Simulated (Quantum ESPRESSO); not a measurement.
Co:

```
Co
1.0
     2.47200    0.00000    0.00000
    -1.23600    2.14081    0.00000
     0.00000    0.00000    4.02114
Co
2
Direct
  0.66667 0.33333 0.75000
  0.33333 0.66667 0.25000
```

Base run:

| Property | Result |
| --- | --- |
| Program | Quantum ESPRESSO 7.5 |
| Functional | PBEsol |
| Potentials or basis | GBRV 1.5 PBEsol |
| Cutoff | 762 eV |
| Density cutoff | 6095 eV |
| k mesh | 12 × 12 × 7 |
| Occupations | fermi-dirac, width 0.05 eV |
| Spin | collinear spin, ferromagnetic start |
| Starting moments | [2.0, 2.0] μB |
| Hubbard terms | Co d U = 5 eV |

Its results: band gap on the k mesh none (metal or under the smearing width); pressure 3.0 GPa; net moment 3.67 μB per cell; site moments Co +1.97 μB.

**Question.** After a change of settings the same cell gave: band gap on the k mesh none (metal or under the smearing width); pressure -0.7 GPa; net moment 3.60 μB per cell; site moments Co +1.91 μB. Which change was it?
A. hubbard terms from Co d U = 5 eV to Co d U = 8 eV
B. hubbard terms from Co d U = 5 eV to none; hubbard projectors from ortho-atomic to none
C. potentials or basis from GBRV 1.5 PBEsol to PseudoDojo 0.4.1 SR PBEsol standard; cutoff from 762 eV to 1306 eV; density cutoff from 6095 eV to 5225 eV; hubbard terms from Co d U = 5 eV to none; hubbard projectors from ortho-atomic to none
D. hubbard terms from Co d U = 5 eV to Co d U = 3 eV

**Answer.** D.

Caveats: the U is typed as a test and isn't derived for this compound.

Not every run made on this cell is shown here.
